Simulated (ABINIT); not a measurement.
# CoO (R3m) in ABINIT: reference runs

How does CoO come out in PBEsol? The cell is run as given.

Everything below comes from runs of ABINIT 10.8.3 (patched build). Logs are shortened: lines on timing, memory, paths and dates and some standing lists are left out, and cuts for length are marked. The log counts tension as positive stress, the text compression.

**1. The structure**

It takes space group R3m (No. 160, trigonal). Conventional cell: a = 3.204 Å, b = 3.204 Å, c = 7.699 Å, α = 90.00°, β = 90.00°, γ = 120.00°. Around Co (site symmetry 3m) lie 4 O at 1.91 to 1.96 Å. Around O (site symmetry 3m) lie 4 Co at 1.91 to 1.96 Å.

Measurements of this composition are mostly on another form, of space group No. 225.

**2. Single point, PBEsol, collinear spin, ferromagnetic start**

Contents of run.abi:

```
# Pseudopotentials
pp_dirpath "./"
pseudos "Co.GGA_PBE-JTH.xml, O.GGA_PBE-JTH.xml"

# Structure
acell 3*1.0
rprim
     3.0277566923     1.7480761413     4.8499270895
    -3.0277566923     1.7480761413     4.8499270895
     0.0000000000    -3.4961522826     4.8499270895
ntypat 2
znucl 27 8
natom 2
typat 1 2
xred
     0.9989783200     0.9989783200     0.9989783200
     0.7510210300     0.7510210300     0.7510210300

# Plane-wave basis
ecut 26.0
pawecutdg 48.0
pawxcdev 0

# k points
kptopt 1
ngkpt 10 10 10
nshiftk 1
shiftk 0.0 0.0 0.0

# Exchange and correlation
ixc -116133

# Bands and occupations
nband 16
occopt 3
tsmear 0.00183747

# Spin
nsppol 2
spinat
     0.0000000000     0.0000000000     2.0000000000
     0.0000000000     0.0000000000     0.0000000000

# SCF cycle
nstep 100
tolvrs 1.0e-9

# Output
iomode 3
prtwf 0
prtden 0
prteig 0
prtebands 0
enunit 2
```

Potentials or basis: JTH PAW PBE v2.0.

Launch:

```console
$ abinit run.abi > log 2>&1
```

run.abo:

```text
.Version 10.8.3 of ABINIT
 Symmetries : space group R3 m (#160); Bravais hR (rhombohedral)
================================================================================
 Values of the parameters that define the memory need of the present run
     intxc =       0    ionmov =       0      iscf =      17    lmnmax =      18
     lnmax =       6     mgfft =      30  mpssoang =       3    mqgrid =    3001
     natom =       2  nloc_mem =       2    nspden =       2   nspinor =       1
    nsppol =       2      nsym =       6    n1xccc =       1    ntypat =       2
    occopt =       3   xclevel =       2
       mpw =         986          nfft =       27000          nkpt =         116
 PAW method is used; the additional fine FFT grid is defined by:
   mgfftf=        40    nfftf =     64000
================================================================================
================================================================================

--------------------------------------------------------------------------------
------------- Echo of variables that govern the present computation ------------
--------------------------------------------------------------------------------
 -outvars: echo values of preprocessed input variables --------
            acell      1.0000000000E+00  1.0000000000E+00  1.0000000000E+00 Bohr
              amu      5.89332000E+01  1.59994000E+01
             ecut      2.60000000E+01 Hartree
           enunit           2
                       outvar_i_n : Printing only first  50 k-points.
              ixc     -116133
                       outvar_i_n : Printing only first  50 k-points.
         kptrlatt       10    0    0      0   10    0      0    0   10
          kptrlen      5.97870166E+01
            natom           2
            nband          16
            ngfft          30      30      30
          ngfftdg          40      40      40
             nkpt         116
           nspden           2
           nsppol           2
            nstep         100
             nsym           6
           ntypat           2
                       prtocc : prtvol=0, do not print more k-points.
                       1.000000  1.000000  1.000000  1.000000  1.000000  1.000000
                       1.000000  1.000000  1.000000  1.000000  1.000000  1.000000
                       0.000000  0.000000  0.000000  0.000000
                       1.000000  1.000000  1.000000  1.000000  1.000000  1.000000
                       1.000000  1.000000  1.000000  1.000000  1.000000  1.000000
                       0.000000  0.000000  0.000000  0.000000
                       1.000000  1.000000  1.000000  1.000000  1.000000  1.000000
                       1.000000  1.000000  1.000000  1.000000  1.000000  1.000000
                       0.000000  0.000000  0.000000  0.000000
                       1.000000  1.000000  1.000000  1.000000  1.000000  1.000000
                       1.000000  1.000000  1.000000  1.000000  1.000000  1.000000
                       0.000000  0.000000  0.000000  0.000000
                       1.000000  1.000000  1.000000  1.000000  1.000000  1.000000
                       1.000000  1.000000  1.000000  1.000000  1.000000  1.000000
                       0.000000  0.000000  0.000000  0.000000
                       1.000000  1.000000  1.000000  1.000000  1.000000  1.000000
                       1.000000  1.000000  1.000000  1.000000  1.000000  1.000000
[... 118 lines left out ...]
                       1.000000  1.000000  1.000000  1.000000  1.000000  1.000000
[... 221 lines left out ...]
   1.00000    1.00000    1.00000    1.00000    1.00000    1.00000    1.00000    1.00000
   0.99986    0.99986    0.00007    0.00000    0.00000    0.00000    0.00000    0.00000
 prteigrs : prtvol=0 or 1, do not print more k-points.

 Fermi (or HOMO) energy (eV) =   7.96421   Average Vxc (eV)= -11.15587
 Eigenvalues (   eV  ) for nkpt= 116  k points, SPIN UP:
 kpt#   1, nband= 16, wtk=  0.00100, kpt=  0.0000  0.0000  0.0000 (reduced coord)
 -88.33986  -51.76008  -51.72999  -51.72999  -12.08520    1.69256    1.74566    1.74566
   5.64382    5.64382    7.96632    8.21845    8.21845    8.37205   21.77112   21.77112
 prteigrs : prtvol=0 or 1, do not print more k-points.

 Eigenvalues (   eV  ) for nkpt= 116  k points, SPIN DOWN:
 kpt#   1, nband= 16, wtk=  0.00100, kpt=  0.0000  0.0000  0.0000 (reduced coord)
 -85.53319  -49.02231  -48.99232  -48.99232  -11.53814    2.86091    2.93915    2.93915
   7.52055    7.52055    8.44275   10.48447   10.48447   10.57576   22.25446   22.25446
 prteigrs : prtvol=0 or 1, do not print more k-points.

--- !EnergyTerms
iteration_state     : {dtset: 1, }
comment             : Components of total free energy in Hartree
kinetic             :  1.91723180669259E+01
hartree             :  4.90603009297282E+01
xc                  : -5.93035604074805E+00
Ewald energy        : -9.71543643776546E+01
psp_core            :  2.94374429803352E+00
local_psp           : -1.57385109279676E+02
PAW spherical_terms :  2.69121221643036E+01
internal            : -1.62381344239087E+02
'-kT*entropy'       : -7.34468800462403E-04
total_energy        : -1.62382078707887E+02
total_energy_eV     : -4.41864146314561E+03
...

--- !EnergyTermsDC
iteration_state     : {dtset: 1, }
comment             : '"Double-counting" decomposition of free energy'
band_energy         : -1.61346536356042E+01
Ewald energy        : -9.71543643776546E+01
psp_core            :  2.94374429803352E+00
xc_dc               : -4.72395132545755E+01
PAW spherical_terms : -4.79655521862346E+00
internal            : -1.62381342188424E+02
'-kT*entropy'       : -7.34468800462403E-04
total_energy_dc     : -1.62382076657225E+02
total_energy_dc_eV  : -4.41864140734424E+03
...

--- !EnergyTermsWithPAWCore
iteration_state     : {dtset: 1, }
comment             : 'Components of total free energy, including PAW core contributions'
Total energy        : -1.46721731148057E+03
Total energy DC     : -1.46721730942991E+03
Total energy (eV)   : -3.99250169694876E+04
Total energy DC (eV): -3.99250169136862E+04
...

 Cartesian components of stress tensor (hartree/bohr^3)
  sigma(1 1)=  3.28926727E-04  sigma(3 2)=  0.00000000E+00
  sigma(2 2)=  3.28926728E-04  sigma(3 1)=  0.00000000E+00
  sigma(3 3)=  1.58665408E-04  sigma(2 1)=  0.00000000E+00

-Cartesian components of stress tensor (GPa)         [Pressure= -8.0076E+00 GPa]
- sigma(1 1)=  9.67735843E+00  sigma(3 2)=  0.00000000E+00
- sigma(2 2)=  9.67735845E+00  sigma(3 1)=  0.00000000E+00
- sigma(3 3)=  4.66809747E+00  sigma(2 1)=  0.00000000E+00

== END DATASET(S) ==============================================================
================================================================================

 -outvars: echo values of variables after computation  --------
            acell      1.0000000000E+00  1.0000000000E+00  1.0000000000E+00 Bohr
           etotal     -1.6238207666E+02
            fcart      5.6984189900E-20 -8.0835993581E-19  4.3880747026E-03
                      -5.6984189900E-20  8.0835993581E-19 -4.3880747026E-03
            rprim      3.0277566923E+00  1.7480761413E+00  4.8499270895E+00
                      -3.0277566923E+00  1.7480761413E+00  4.8499270895E+00
                       0.0000000000E+00 -3.4961522826E+00  4.8499270895E+00
           strten      3.2892672729E-04  3.2892672818E-04  1.5866540805E-04
                       0.0000000000E+00  0.0000000000E+00  0.0000000000E+00
           xangst      3.4287770905E-17 -2.6527991310E-17  7.6915463298E+00
                      -2.6561040906E-17  2.4667594303E-16  5.7824208306E+00
             xred      9.9897832000E-01  9.9897832000E-01  9.9897832000E-01
                       7.5102103000E-01  7.5102103000E-01  7.5102103000E-01
 Calculation completed.
```

It took 8.1 min on 1 thread of AMD EPYC 7R43 (Zen 3), shared host; peak memory 0.2 GiB.

Results:

* Free energy: -4418.6414 eV
* Pressure: -8.0 GPa
* Largest force: 0.226 eV/Å
* Band gap on the k mesh: none (metal or under the smearing width)
* Net moment: 2.78 μB per cell
* Site moments: Co +2.39; O +0.29 μB
* Valence electrons inside the program's atomic spheres: Co 15.38; O 4.52

Forces in eV/Å, atoms in the order of the input:
```
Co   0.000  0.000  0.226
O    0.000  0.000 -0.226
```

Stress tensor (GPa, compression positive):
```
-9.68  0.00  0.00
 0.00 -9.68  0.00
 0.00  0.00 -4.67
```

Caveat: the PAW data sets were made with another functional, which shifts forces and pressure a little; a cell with one magnetic atom can't hold antiferromagnetic order, which such compounds often take; semilocal functionals often make such compounds metallic where correlation or magnetic order opens a gap, which also shifts bond lengths. With open d or f shells a metallic result of PBEsol can be an artefact of self-interaction; +U or a hybrid may open a gap.
